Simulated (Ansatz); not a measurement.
Input and command of a plane-wave DFT calculation in Ansatz:

```yaml
crystal:
  lattice:
    - [4.3482183854, 0.0, 0.0]
    - [0.0, 3.0963361789, 3.1058858666]
    - [0.0, -3.0963361789, 3.1058858666]
  atoms:
    - { symbol: Ba, position: [0.0, 0.0, 0.0] }
    - { symbol: Ti, position: [0.5, 0.5079, 0.5079] }
    - { symbol: O, position: [0.0, 0.4921, 0.4921] }
    - { symbol: O, position: [0.5, 0.50251, 0.99371] }
    - { symbol: O, position: [0.5, 0.99371, 0.50251] }
basis:
  ecutwfc: 420
kpoints:
  mp_grid: { grid: [8, 8, 8] }
hamiltonian:
  xc: pbe
  hubbard: { sites: [{ species: Ti, l: d, u_eff: 4.0 }] }
scf:
  occupations: { method: gaussian, width: 0.02 }
output:
  forces: true
  stress: true
  eigenvalues: true
```

```bash
ansatz run input.yaml --threads 1 --pin off --max-ram 2560MiB --backend cpu --events-out ev --progress --plain --runs-dir out
```

Processor: AMD EPYC 9R45 96-Core Processor (Zen 5), 1 thread, on a host shared with other jobs.

**Question.** How long does it run, and how much memory does it take?

**Answer.** About 12 s on 1 thread of AMD EPYC 9R45 96-Core Processor (Zen 5), on a shared host, peak memory 0.62 GiB. It solves 25 bands at 105 k points (the mesh reduced by the symmetry that the task leaves, which can be less than the crystal's) with about 1639 plane waves, in 11 SCF iterations.
